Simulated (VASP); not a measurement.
# InP (F-43m) in VASP: a series of runs

The runs below take InP through electric field gradients, with LDA, PBEsol, r2SCAN.

Program: VASP 6.6.1. These are calculated values, not measurements. Logs are shortened: lines on timing, memory, paths and dates and some standing lists are left out, and cuts for length are marked.

**Experimental background.**

From a printed reference work, data compilation, for a bulk crystal of InP at 1.6 K: band gap 1.4236 eV (direct).

How close the calculation comes is told below.

## Step 1: The cell of the first run

The structure is cubic, space group F-43m (No. 216). Conventional cell: a = 5.861 Å, b = 5.861 Å, c = 5.861 Å, α = 90.00°, β = 90.00°, γ = 90.00°. Within 3.3 Å of In (site symmetry -43m) lie 4 P at 2.54 Å. P (site symmetry -43m) has 4 In at 2.54 Å within 3.3 Å.

## Step 2: Electric field gradients, LDA

Contents of INCAR:

```
ALGO = Normal
EDIFF = 1E-8
ENCUT = 520
ISIF = 2
ISMEAR = -1
LASPH = True
LCHARG = False
LEFG = True
LREAL = False
LWAVE = False
NBANDS = 16
NELM = 80
PREC = Accurate
SIGMA = 0.05
```

Contents of KPOINTS:

```
k-points
0
Gamma
  12 12 12
```

Contents of POSCAR:

```
InP
1.0
    0.0000000000      2.9305000000      2.9305000000
    2.9305000000      0.0000000000      2.9305000000
    2.9305000000      2.9305000000      0.0000000000
In P
1 1
Direct
    0.0000000000      0.0000000000      0.0000000000
    0.7500000000      0.7500000000      0.7500000000
```

Potentials or basis: VASP PAW LDA potentials, release 64 (In_d, P).

Started as:

```console
> cat potpaw_LDA.64/In_d/POTCAR potpaw_LDA.64/P/POTCAR > POTCAR
> mpirun -np 1 vasp_std > vasp.out
```

OUTCAR:

```text
EDIFF = 1E-8
   ENCUT = 520
   ISIF = 2
   ISMEAR = -1
   LASPH = True
   LREAL = False
   NELM = 80
   PREC = Accurate

 ion  position               nearest neighbor table
   1  0.000  0.000  0.000-   2 2.54   2 2.54   2 2.54   2 2.54
   2  0.750  0.750  0.750-   1 2.54   1 2.54   1 2.54   1 2.54

  LATTYP: Found a face centered cubic cell.
 ALAT       =     5.8610000000

  Lattice vectors:

 A1 = (   0.0000000000,   2.9305000000,   2.9305000000)
 A2 = (   2.9305000000,   0.0000000000,   2.9305000000)
 A3 = (   2.9305000000,   2.9305000000,   0.0000000000)

Analysis of symmetry for initial positions (statically):
=====================================================================
 Subroutine PRICEL returns:
 Original cell was already a primitive cell.

 Routine SETGRP: Setting up the symmetry group for a
 face centered cubic supercell.

 Subroutine GETGRP returns: Found 24 space group operations
 (whereof 24 operations were pure point group operations)
 out of a pool of 48 trial point group operations.

The static configuration has the point symmetry T_d .

Analysis of symmetry for dynamics (positions and initial velocities):
=====================================================================
 Subroutine PRICEL returns:
 Original cell was already a primitive cell.

 Routine SETGRP: Setting up the symmetry group for a
 face centered cubic supercell.

 Subroutine GETGRP returns: Found 24 space group operations
 (whereof 24 operations were pure point group operations)
 out of a pool of 48 trial point group operations.

The dynamic configuration has the point symmetry T_d .

 Subroutine INISYM returns: Found 24 space group operations
 (whereof 24 operations are pure point group operations),
 and found     1 'primitive' translations

----------------------------------------------------------------------------------------

                                     Primitive cell

  volume of cell :      50.3333

  direct lattice vectors                    reciprocal lattice vectors
     0.000000000  2.930500000  2.930500000    -0.170619348  0.170619348  0.170619348
     2.930500000  0.000000000  2.930500000     0.170619348 -0.170619348  0.170619348
     2.930500000  2.930500000  0.000000000     0.170619348  0.170619348 -0.170619348

  length of vectors
     4.144352845  4.144352845  4.144352845     0.295521380  0.295521380  0.295521380

  position of ions in fractional coordinates (direct lattice)
     0.000000000  0.000000000  0.000000000
     0.750000000  0.750000000  0.750000000

  ion indices of the primitive-cell ions
   primitive index   ion index
                 1           1
                 2           2

----------------------------------------------------------------------------------------

 KPOINTS: k-points

Automatic generation of k-mesh.
 Grid dimensions read from file:
 generate k-points for:   12   12   12

 Generating k-lattice:

  Cartesian coordinates                     Fractional coordinates (reciprocal lattice)
    -0.014218279  0.014218279  0.014218279     0.083333333  0.000000000  0.000000000
     0.014218279 -0.014218279  0.014218279     0.000000000  0.083333333  0.000000000
     0.014218279  0.014218279 -0.014218279     0.000000000  0.000000000  0.083333333

  Length of vectors
     0.024626782  0.024626782  0.024626782

  Shift w.r.t. Gamma in fractional coordinates (k-lattice)
     0.000000000  0.000000000  0.000000000

 Subroutine IBZKPT returns following result:
 ===========================================

 Found     72 irreducible k-points:

 Following reciprocal coordinates:
            Coordinates               Weight
  0.000000  0.000000  0.000000      1.000000
  0.083333  0.000000  0.000000      8.000000
  0.166667  0.000000  0.000000      8.000000
  0.250000  0.000000  0.000000      8.000000
  0.333333  0.000000  0.000000      8.000000
  0.416667  0.000000  0.000000      8.000000
[... 16 lines left out ...]
  0.500000  0.166667  0.000000     24.000000
 -0.416667  0.166667  0.000000     24.000000
 [... further k-points ...]
   k-points           NKPTS =     72   k-points in BZ     NKDIM =     72   number of bands    NBANDS=     16
   number of dos      NEDOS =    301   number of ions     NIONS =      2
   total plane-waves  NPLWV =  32768
   dimension x,y,z NGX =    32 NGY =   32 NGZ =   32
   dimension x,y,z NGXF=    64 NGYF=   64 NGZF=   64
   ions per type =               1   1
   NGX,Y,Z   is equivalent  to a cutoff of  12.84, 12.84, 12.84 a.u.
   NGXF,Y,Z  is equivalent  to a cutoff of  25.67, 25.67, 25.67 a.u.
 SYSTEM =  unknown system
   PREC   = accura    normal or accurate (medium, high low for compatibility)
   ISTART =      0    job   : 0-new  1-cont  2-samecut
   ICHARG =      2    charge: 1-file 2-atom 10-const
   ISPIN  =      1    spin polarized calculation?
   LNONCOLLINEAR =      F non collinear calculations
   LSORBIT =      F    spin-orbit coupling
   LASPH  =      T    aspherical Exc in radial PAW
   ENCUT  =  520.0 eV  38.22 Ry    6.18 a.u.   7.71  7.71  7.71*2*pi/ulx,y,z
   NELM   =     80;   NELMIN=  2; NELMDL= -5     # of ELM steps
   EDIFF  = 0.1E-07   stopping-criterion for ELM
   LREAL  =      F    real-space projection
   EDIFFG = 0.1E-06   stopping-criterion for IOM
   NSW    =      0    number of steps for IOM
   IBRION =     -1    ionic relax: 0-MD 1-quasi-New 2-CG
   NFREE  =      0    steps in history (QN), initial steepest desc. (CG)
   ISIF   =      2    stress and relaxation
   ISYM   =      2    0-nonsym 1-usesym 2-fastsym
   POTIM  = 0.5000    time-step for ionic-motion
   TEBEG  =    0.0;   TEEND  =   0.0 temperature during run
   PSTRESS=    0.0 pullay stress
   NELECT =      18.0000    total number of electrons
   NUPDOWN=      -1.0000    fix difference up-down
   EMIN   =  10.00;   EMAX   =-10.00  energy-range for DOS
   EFERMI =   0.00;   METHOD = LEGACY
   ISMEAR =    -1;   SIGMA  =   0.05  broadening in eV -4-tet -1-fermi 0-gaus
   EFERMI_NEDOS =   21; number of points for ismear=-14 and -15
   IALGO  =     38    algorithm
   IMIX   =      4    mixing-type and parameters
     AMIX     =   0.40;   BMIX     =  1.00
     AMIX_MAG =   1.60;   BMIX_MAG =  1.00
  volume/ion in A,a.u.               =      25.17       169.83
  Fermi-wavevector in a.u.,A,eV,Ry     =   1.162021  2.195901 18.371846  1.350293
  Thomas-Fermi vector in A             =   2.298587
   LORBIT       =      0    0 simple, 1 ext, 2 COOP (PROOUT), +10 PAW based schemes
   GGA     = CA    functional components
   LHFCALC =     F    Hartree Fock is set to
   AEXX    =    0.0000 exact exchange contribution
   IVDW    =     0    specifies the selected vdW correction
   LEPSILON=     F    determine dielectric tensor
   LRPA    =     F    only Hartree local field effects (RPA)
 non-spin polarized calculation
  energy-cutoff  :      520.00
  volume of cell :       50.33
 maximum number of plane-waves:      1380
   NGX = 15   NGY = 15   NGZ = 15

 number of electron      18.0000005 magnetization

 Free energy of the ion-electron system (eV)
  ---------------------------------------------------
  ext. energy  EPLUGINS =         0.00000000
  ---------------------------------------------------
  free energy    TOTEN  =        -9.67172067 eV

  energy without entropy =       -9.67170807  energy(sigma->0) =       -9.67171437

 E-fermi :   5.3133     XC(G=0):  -9.6111

 val. band max:        5.0073973746   @ k =   0.0000   0.0000   0.0000
 cond. band min:       5.5186462862   @ k =   0.0000   0.0000   0.0000
 fundamental gap:      0.5112489116
 Fermi energy:         5.3132709008

 k-point     1 :       0.0000    0.0000    0.0000
  band No.  band energies     occupation
      1      -9.1775      2.00000
      2      -9.1775      2.00000
      3      -9.1775      2.00000
      4      -9.0224      2.00000
      5      -9.0224      2.00000
      6      -6.5376      2.00000
[... 8 lines left out ...]
     15      14.4585      0.00000
     16      14.4585      0.00000

 k-point     2 :       0.0833    0.0000    0.0000
  band No.  band energies     occupation
      1      -9.1862      2.00000
      2      -9.1740      2.00000
      3      -9.1740      2.00000
      4      -9.0225      2.00000
      5      -9.0225      2.00000
      6      -6.4570      2.00000
[... 8 lines left out ...]
     15      14.0446      0.00000
     16      14.0446      0.00000
[... 387 lines left out ...]
      5      -9.0054      2.00000
      6      -4.6659      2.00000
[... 8 lines left out ...]
     15      15.6656      0.00000
     16      15.8045      0.00000

 k-point    24 :      -0.4167    0.1667    0.0000
  band No.  band energies     occupation
      1      -9.3030      2.00000
      2      -9.1310      2.00000
      3      -9.1214      2.00000
      4      -9.0199      2.00000
      5      -9.0115      2.00000
      6      -4.6070      2.00000
[... 8 lines left out ...]
     15      14.6404      0.00000
     16      15.6079      0.00000

 [... further k-points ...]
[... 5 lines left out ...]
  --------------------------------------------------------------------------------------
  -------------------------------------------------------------------------------------
  Total       -0.3681389     -0.3681389     -0.3681389      0.0000000      0.0000000     -0.0000000
  in kB      -11.7183668    -11.7183668    -11.7183668      0.0000000      0.0000000     -0.0000000
  external PRESSURE =     -11.7183668 kB  Pullay stress =       0.0000000 kB

 VOLUME and BASIS-vectors are now :
 -----------------------------------------------------------------------------
  energy-cutoff  :      520.00
  volume of cell :       50.33
      direct lattice vectors                 reciprocal lattice vectors
     0.000000000  2.930500000  2.930500000    -0.170619348  0.170619348  0.170619348
     2.930500000  0.000000000  2.930500000     0.170619348 -0.170619348  0.170619348
     2.930500000  2.930500000  0.000000000     0.170619348  0.170619348 -0.170619348

 POSITION                                       TOTAL-FORCE (eV/Angst)
 -----------------------------------------------------------------------------------
      0.00000      0.00000      0.00000        -0.000000     -0.000000     -0.000000
      4.39575      4.39575      4.39575         0.000000      0.000000      0.000000
 -----------------------------------------------------------------------------------
    total drift:                                0.000000      0.000000     -0.000000

  FREE ENERGIE OF THE ION-ELECTRON SYSTEM (eV)
  ---------------------------------------------------
  free  energy   TOTEN  =        -9.6717206696 eV

  energy  without entropy=       -9.6717080680  energy(sigma->0) =       -9.67171437

 Electric field gradients (V/A^2)
---------------------------------------------------------------------
 ion       V_xx      V_yy      V_zz      V_xy      V_xz      V_yz
---------------------------------------------------------------------
   1       0.000    -0.000     0.000     0.002     0.002     0.002
   2      -0.000    -0.000    -0.000    -0.000    -0.000    -0.000
---------------------------------------------------------------------

 Electric field gradients after diagonalization (V/A^2)
 (convention: |V_zz| > |V_xx| > |V_yy|)
----------------------------------------------------------------------
 ion       V_xx      V_yy      V_zz     asymmetry (V_yy - V_xx)/ V_zz
----------------------------------------------------------------------
   1      -0.002    -0.002     0.004       0.000
   2       0.000     0.000    -0.001       0.000
----------------------------------------------------------------------

           NMR quadrupolar parameters

 Cq : quadrupolar parameter    Cq=e*Q*V_zz/h
 eta: asymmetry parameters     (V_yy - V_xx)/ V_zz
 Q  : nuclear electric quadrupole moment in mb (millibarn)
----------------------------------------------------------------------
 ion       Cq(MHz)       eta       Q (mb)
----------------------------------------------------------------------
   1       0.000       0.000       1.000
   2      -0.000       0.000       1.000
----------------------------------------------------------------------
```

Run time: 31 s. Hardware: 1 thread of Intel Xeon Platinum 8375C at 2.90GHz (Ice Lake), shared host; peak memory 0.19 GiB.

Results:

| Quantity | Value |
| --- | --- |
| Free energy | -9.6717 eV |
| Pressure | -1.2 GPa |
| Band gap on the k mesh | 0.51 eV, direct |

Caveat: without QUAD_EFG the Cq values of the log hold for a quadrupole moment of 1 mb, not for the nuclei; spin-orbit coupling is left out, which moves the levels of the heavy elements.

## Step 3: Electric field gradients, PBEsol

Contents of INCAR:

```
  ALGO = Normal
  EDIFF = 1E-8
  ENCUT = 520
  GGA = PS
  ISIF = 2
  ISMEAR = -1
  LASPH = T
  LCHARG = F
  LEFG = T
  LREAL = F
  LWAVE = F
  NBANDS = 16
  NELM = 80
  PREC = Accurate
  SIGMA = 0.05
```

KPOINTS is that of step 2.

POSCAR is that of step 2.

Potentials or basis: VASP PAW PBE potentials, release 64 (In_d, P).

Started as:

```console
> cat potpaw_PBE.64/In_d/POTCAR potpaw_PBE.64/P/POTCAR > POTCAR
> mpirun -np 1 vasp_std > vasp.out
```

OUTCAR:

```text
EDIFF = 1E-8
   ENCUT = 520
   GGA = PS
   ISIF = 2
   ISMEAR = -1
   LASPH = T
   LREAL = F
   NELM = 80
   PREC = Accurate

 ion  position               nearest neighbor table
   1  0.000  0.000  0.000-   2 2.54   2 2.54   2 2.54   2 2.54
   2  0.750  0.750  0.750-   1 2.54   1 2.54   1 2.54   1 2.54

  LATTYP: Found a face centered cubic cell.
 ALAT       =     5.8610000000

  Lattice vectors:

 A1 = (   0.0000000000,   2.9305000000,   2.9305000000)
 A2 = (   2.9305000000,   0.0000000000,   2.9305000000)
 A3 = (   2.9305000000,   2.9305000000,   0.0000000000)

Analysis of symmetry for initial positions (statically):
=====================================================================
 Subroutine PRICEL returns:
 Original cell was already a primitive cell.

 Routine SETGRP: Setting up the symmetry group for a
 face centered cubic supercell.

 Subroutine GETGRP returns: Found 24 space group operations
 (whereof 24 operations were pure point group operations)
 out of a pool of 48 trial point group operations.

The static configuration has the point symmetry T_d .

Analysis of symmetry for dynamics (positions and initial velocities):
=====================================================================
 Subroutine PRICEL returns:
 Original cell was already a primitive cell.

 Routine SETGRP: Setting up the symmetry group for a
 face centered cubic supercell.

 Subroutine GETGRP returns: Found 24 space group operations
 (whereof 24 operations were pure point group operations)
 out of a pool of 48 trial point group operations.

The dynamic configuration has the point symmetry T_d .

[... 148 lines left out ...]
 cond. band min:       5.7060521444   @ k =   0.0000   0.0000   0.0000
 fundamental gap:      0.6153386351
 Fermi energy:         5.4486511599

 k-point     1 :       0.0000    0.0000    0.0000
  band No.  band energies     occupation
      1      -9.0573      2.00000
      2      -9.0573      2.00000
      3      -9.0573      2.00000
      4      -8.9025      2.00000
      5      -8.9025      2.00000
      6      -6.4573      2.00000
[... 433 lines left out ...]
      3      -9.0011      2.00000
      4      -8.8999      2.00000
      5      -8.8916      2.00000
      6      -4.5302      2.00000
[... 8 lines left out ...]
     15      14.7354      0.00000
     16      15.7216      0.00000

 [... further k-points ...]
[... 5 lines left out ...]
  --------------------------------------------------------------------------------------
  -------------------------------------------------------------------------------------
  Total        0.1876001      0.1876001      0.1876001      0.0000000      0.0000000     -0.0000000
  in kB        5.9715686      5.9715686      5.9715686      0.0000000      0.0000000     -0.0000000
  external PRESSURE =       5.9715686 kB  Pullay stress =       0.0000000 kB

 VOLUME and BASIS-vectors are now :
 -----------------------------------------------------------------------------
  energy-cutoff  :      520.00
  volume of cell :       50.33
      direct lattice vectors                 reciprocal lattice vectors
     0.000000000  2.930500000  2.930500000    -0.170619348  0.170619348  0.170619348
     2.930500000  0.000000000  2.930500000     0.170619348 -0.170619348  0.170619348
     2.930500000  2.930500000  0.000000000     0.170619348  0.170619348 -0.170619348

 POSITION                                       TOTAL-FORCE (eV/Angst)
 -----------------------------------------------------------------------------------
      0.00000      0.00000      0.00000         0.000000      0.000000      0.000000
      4.39575      4.39575      4.39575        -0.000000     -0.000000     -0.000000
 -----------------------------------------------------------------------------------
    total drift:                                0.000000      0.000000     -0.000000

  FREE ENERGIE OF THE ION-ELECTRON SYSTEM (eV)
  ---------------------------------------------------
  free  energy   TOTEN  =        -9.1561993626 eV

  energy  without entropy=       -9.1561941694  energy(sigma->0) =       -9.15619677

 Electric field gradients (V/A^2)
---------------------------------------------------------------------
 ion       V_xx      V_yy      V_zz      V_xy      V_xz      V_yz
---------------------------------------------------------------------
   1      -0.000     0.000    -0.000     0.002     0.002     0.002
   2       0.000     0.000     0.000    -0.000    -0.000    -0.000
---------------------------------------------------------------------

 Electric field gradients after diagonalization (V/A^2)
 (convention: |V_zz| > |V_xx| > |V_yy|)
----------------------------------------------------------------------
 ion       V_xx      V_yy      V_zz     asymmetry (V_yy - V_xx)/ V_zz
----------------------------------------------------------------------
   1      -0.002    -0.002     0.004       0.000
   2       0.000     0.000    -0.001       0.000
----------------------------------------------------------------------

           NMR quadrupolar parameters

 Cq : quadrupolar parameter    Cq=e*Q*V_zz/h
 eta: asymmetry parameters     (V_yy - V_xx)/ V_zz
 Q  : nuclear electric quadrupole moment in mb (millibarn)
----------------------------------------------------------------------
 ion       Cq(MHz)       eta       Q (mb)
----------------------------------------------------------------------
   1       0.000       0.000       1.000
   2      -0.000       0.000       1.000
----------------------------------------------------------------------
```

stdout:

```text
POSCAR found type information on POSCAR InP
 POSCAR found :  2 types and       2 ions
 scaLAPACK will be used
 -----------------------------------------------------------------------------
|                                                                             |
|                                                                             |
|     You enforced a specific xc type in the INCAR file but a different       |
|     I HOPE YOU KNOW WHAT YOU ARE DOING!                                     |
|                                                                             |
 -----------------------------------------------------------------------------

 LDA part: xc-table for (Slater+PW92), standard interpolation
 POSCAR, INCAR and KPOINTS ok, starting setup
 FFT: planning ... GRIDC
 FFT: planning ... GRID_SOFT
 FFT: planning ... GRID
 WAVECAR not read
 entering main loop
ion   1

ion   2
```

Run time: 35 s. Hardware: 1 thread of Intel Xeon Platinum 8375C at 2.90GHz (Ice Lake), shared host; peak memory 0.21 GiB.

Results:

| Item | Value |
| --- | --- |
| Free energy | -9.1562 eV |
| Pressure | 0.6 GPa |
| Band gap on the k mesh | 0.62 eV, direct |

Levels at points of the mesh, in eV from the valence-band top:
```
           k point  band 5  band 6  band 7  band 8  band 9  band 10  band 11  band 12  band 13  band 14
(0.00, 0.00, 0.00)  -13.99  -11.55    0.00    0.00    0.00     0.62     4.02     4.02     4.02     8.36
(0.50, 0.00, 0.00)  -13.98   -9.80   -5.80   -0.99   -0.99     1.40     4.74     4.74     6.95     9.31
(0.50, 0.50, 0.00)  -13.96   -9.13   -5.82   -2.35   -2.35     1.63     2.17     9.09     9.53     9.53
```

Caveat: without QUAD_EFG the Cq values of the log hold for a quadrupole moment of 1 mb, not for the nuclei; the PAW data sets were made with another functional, which shifts forces and pressure a little; spin-orbit coupling is left out, which moves the levels of the heavy elements.

(Continued in part 2 of 2.)
